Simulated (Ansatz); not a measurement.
# TiAl3: what the smearing entropy tells about the Fermi level

Method: DFT PBEsol, scalar-relativistic, plane waves, PAW (Ansatz).

```xyz
4
Lattice="2.8397 0.0000 0.0000 0.0000 4.6813 0.0000 0.0000 0.0000 4.9007" Properties=species:S:1:pos:R:3 pbc="T T T"
Ti    0.0000    2.3406    0.8131
Al    1.4198    2.3406    3.2701
Al    1.4198    0.0000    1.6217
Al    0.0000    0.0000    4.0965
```

* plane-wave cutoff: 420 eV
* Γ-centred k-mesh: 14×10×10
* spin treatment: unpolarised

The same metal under several smearings of width σ, on one mesh. F is the free energy, TS the smearing's entropy term for the cell of 4 atoms, and E = F + TS. Gaussian occupations are ½ erfc[(ε − μ)/σ], and N counts both spins.

| rule | σ (eV) | F − F(narrowest) (meV/atom) | TS (meV/cell) |
| --- | --- | --- | --- |
| Fermi–Dirac | 0.02 | -0.334 | 3.442 |
| Gaussian | 0.02 | 0.000 | 0.358 |
| Gaussian | 0.05 | -0.304 | 3.238 |
| Gaussian | 0.1 | -1.598 | 14.067 |
| Gaussian | 0.2 | -6.857 | 55.544 |

Problem. For a density of states N (both spins) that is flat over the smeared range, TS = Nσ²/2 (Gaussian) and (π²/3)Nσ² (Fermi–Dirac). What N does each run give?

Solution.
```
       rule  σ (eV) N (states/eV a cell)
Fermi–Dirac    0.02                  2.62
   Gaussian    0.02                  1.79
   Gaussian    0.05                  2.59
   Gaussian     0.1                  2.81
   Gaussian     0.2                  2.78
```

Equal entropy needs σ_Gauss = π√(2/3) σ_FD = 2.57 σ_FD, so a Fermi–Dirac width acts like a Gaussian one 2.57 times as large. At moderate widths N lies between 2.59 and 2.81, nearly constant, so the density of states is smooth near the Fermi level and the mesh resolves it. At the narrowest widths only the few mesh levels within σ of μ count, so N can scatter there.

Problem. To second order F = E0 − TS/2 and E = E0 + TS/2. How well does E0 = (E + F)/2 undo the smearing?

Solution.
| rule | σ (eV) | F − E0(narrowest) (meV/atom) | (E + F)/2 − E0(narrowest) (meV/atom) |
| --- | --- | --- | --- |
| Fermi–Dirac | 0.02 | -0.38 | 0.05 |
| Gaussian | 0.02 | -0.04 | 0.00 |
| Gaussian | 0.05 | -0.35 | 0.06 |
| Gaussian | 0.1 | -1.64 | 0.12 |
| Gaussian | 0.2 | -6.90 | 0.04 |

At Gaussian 0.2 eV the free energy is off by -6.90 meV/atom and the mean by 0.04. What remains is of order σ⁴ plus the mesh error of the narrowest run, which is no exact reference. Forces and stress are derivatives of F, not of E0, so they keep the σ² error.

This form isn't the usual stable structure of the compound.

8 further runs of this set aren't shown, and 1 didn't finish or converge.